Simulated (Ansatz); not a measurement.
A relaxed 1×1 slab of 3 planes, cut along (110) from a diamond crystal of one element, has a cell area of 8.93 Å² and a bulk spacing of 1.256 Å between its first planes. All-electron LAPW in Ansatz 0.2.0 (PBEsol, scalar-relativistic, no spin polarisation) gives γ = 5.51 J/m², Φ = 5.94 eV and a change of the outer spacing of -9.8 %. The diamond structure needn't be the element's own.

Q: Which element is it?

A: C. Neighbours weren't tried against these numbers.
